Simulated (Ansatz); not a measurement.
Al: from a guess to a relaxed structure

All numbers below come from DFT PBE, scalar-relativistic, plane waves, PAW (Ansatz 0.2.0). Cutoff 420 eV, Gaussian smearing, Γ-centred meshes. Cell and atoms relax first on a coarse mesh and then on a finer one. In between, the cell is made exact in the group found at 0.06 Å. In metals the finer mesh still leaves noise of several meV/atom or more. The steps can't lower the symmetry of their start. No spin polarisation.

Recipe of this trial structure of Al: random cell by space group and Wyckoff sites (P6_222, No. 180). Its size is a rough estimate.

```
Al
1.0
     4.63162    0.00000    0.00000
    -2.31581    4.01110    0.00000
     0.00000    0.00000    3.03643
Al
3
Direct
  0.50000 0.50000 0.33333
  0.50000 0.00000 0.00000
  0.00000 0.50000 0.66667
```

Energies count from the standard state of Al at the same level.

Question: Which structure results?

Answer: The symmetry stays P6_222 (No. 180). The volume per atom grows by 10.5 %, from 18.8 to 20.8 Å³. The shortest distance goes from 2.53 Å (Al–Al) to 2.71 Å (Al–Al). The ratio c/a of the conventional cell changes by a factor of 0.84. The energy falls by about 0.11 eV/atom (the start's value is from the coarse mesh). Conventional cell: a = 5.082 Å, c = 2.787 Å. Around Al lie 6 Al at 2.71–2.79 Å and 4 Al at 3.15 Å.

```cif
data_structure
_symmetry_space_group_name_H-M 'P 1'
_symmetry_Int_Tables_number 1
_cell_length_a 5.0823
_cell_length_b 5.0823
_cell_length_c 2.7869
_cell_angle_alpha 90.000
_cell_angle_beta 90.000
_cell_angle_gamma 120.000
_cell_volume 62.34
loop_
_atom_site_label
_atom_site_type_symbol
_atom_site_fract_x
_atom_site_fract_y
_atom_site_fract_z
_atom_site_occupancy
Al1 Al 0.50000 0.50000 0.33333 1
Al2 Al 0.50000 0.00000 0.00000 1
Al3 Al 0.00000 0.50000 0.66667 1
```

Question: How does it come out in energy, and is it a metal?

Answer: The energy over the standard state is +0.31 eV/atom and the gap on the 12×12×16 mesh of the 3-atom cell is 0 eV (a metal).

So it is a metastable form at best.

The last run used Gaussian smearing of 0.10 eV. A structure relaxed within its symmetry needn't be a true minimum. In all, the 3 runs took 67 s on 1 thread of Arm Neoverse V2, on a shared host.
